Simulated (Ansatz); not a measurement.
```yaml
crystal:
  periodic: [false, false, false]
  atoms:
    - {symbol: C, position_ang: [0.011154, 1.133851, -0.468291]}
    - {symbol: C, position_ang: [0.718196, -0.009644, -0.706077]}
    - {symbol: N, position_ang: [0.213233, -0.929388, 0.172734]}
    - {symbol: C, position_ang: [-0.758117, -0.312927, 0.889155]}
    - {symbol: N, position_ang: [-0.905326, 0.933722, 0.526863]}
    - {symbol: H, position_ang: [1.809172, -0.196319, -1.397785]}
    - {symbol: H, position_ang: [1.509172, -0.246319, -1.397785]}
    - {symbol: H, position_ang: [0.509225, -1.884514, 0.267670]}
    - {symbol: H, position_ang: [-1.321720, -0.820188, 1.657965]}
basis:
  gaussian: {orbitals: cc-pVDZ}
hamiltonian: {xc: {name: PBE}, dispersion: d3bj}
scf: {lower_state_search: light}
output: {forces: true}
```

```sh
$ ansatz run in.yaml --threads 2 --pin off --events-out ev --progress --plain --max-ram 32768MiB --backend cpu
```

It prints (some lines left out):

```
Functional definition: PBE
1168 factors; their error is unknown
mean field evaluation 1: about -6117.0381 eV, gradient 5.8e1 eV
mean field evaluation 2: about -6008.6526 eV, gradient 1.8e2 eV
mean field evaluation 4: about -6122.3105 eV, gradient 3.6e1 eV
mean field evaluation 8: about -6125.6909 eV, gradient 8.8e-1 eV
mean field evaluation 16: about -6125.6420 eV, gradient 2.5e-3 eV
mean field -6125.64194920 eV, -225.1131895238 hartree, gradient 4.3e-6 eV, S^2 0.000000; 1 other end points of the search recorded, 0 dependent functions left out
reference -6125.64197566 eV, -225.1131904961 hartree; 18, 18 occupied and 72, 72 virtual orbitals, 1168 factors
Total energy: -6125.81886595 eV, -225.1196910946 hartree
Atom 0 at     0.011154     1.133851    -0.468291 Å, force     2.904624     1.281062    -2.745290 eV/Å
Atom 1 at     0.718196    -0.009644    -0.706077 Å, force    -7.062609     3.404924     5.040536 eV/Å
Atom 2 at     0.213233    -0.929388     0.172734 Å, force     1.682531    -2.048854    -0.297774 eV/Å
Atom 3 at    -0.758117    -0.312927     0.889155 Å, force     0.197709    -0.799781     0.144758 eV/Å
Atom 4 at    -0.905326     0.933722     0.526863 Å, force    -1.008439     1.033722     0.180320 eV/Å
Atom 5 at     1.809172    -0.196319    -1.397785 Å, force   117.731612    19.834987     0.851704 eV/Å
Atom 6 at     1.509172    -0.246319    -1.397785 Å, force  -114.202803   -21.092337    -4.034600 eV/Å
Atom 7 at     0.509225    -1.884514     0.267670 Å, force     0.055717    -1.052853     0.317643 eV/Å
Atom 8 at    -1.321720    -0.820188     1.657965 Å, force    -0.298342    -0.560870     0.542703 eV/Å
Dipole moment:     0.712767    -1.243216    -0.124712 e Å
```

In this input one atom was put on top of another. The calculation finished and met its thresholds. The result belongs to that input, not to the molecule as meant.
